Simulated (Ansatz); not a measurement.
# Ligand exchange: CH8O3Si2 + C4H8O → CH8O4Si2 + C4H8

Species: CH8O3Si2 `C[SiH](O)[SiH](O)O`, singlet; C4H8O (3-buten-1-ol) `C=CCCO`, singlet; CH8O4Si2 `C[SiH](O)[Si](O)(O)O`, singlet; C4H8 (1-butene) `C=CCC`, singlet. The partners trade H for OH: Si–H and C–OH bonds give way to Si–OH and C–H.

Shapes, held fixed at every level: PBE0-D4/def2-TZVP. Flexible molecules stand in one conformer, not always the lowest. Programs: Ansatz 0.2.0. Electronic energies: no zero-point or thermal term.

Question: Estimate ΔE of this reaction.

Answer: The highest level, CCSD(T)/CBS estimate, gives ΔE = -208.0 kJ/mol; the levels span -212.5 to -196.5. The column of differences is taken from that level and isn't an error. No measured value is set beside it here. The CBS estimate extrapolates MP2 from def2-TZVPP and def2-QZVPP and adds CCSD(T) − MP2 in the triple-zeta set, cores frozen.

```
               level                    kind  ΔE (kJ/mol)  less CCSD(T)/CBS estimate
   PBE-D4/def2-TZVPP                     GGA       -196.5                      +11.5
  wB97X-V/def2-TZVPP  range-separated hybrid       -200.4                       +7.6
   B2PLYP/def2-TZVPP           double hybrid       -209.0                       -1.0
      MP2/def2-TZVPP     perturbation theory       -212.5                       -4.5
  CCSD(T)/def2-TZVPP   coupled cluster or CI       -205.2                       +2.8
     CCSD/def2-TZVPP   coupled cluster or CI       -206.8                       +1.2
CCSD(T)/CBS estimate   coupled cluster or CI       -208.0                        0.0
```
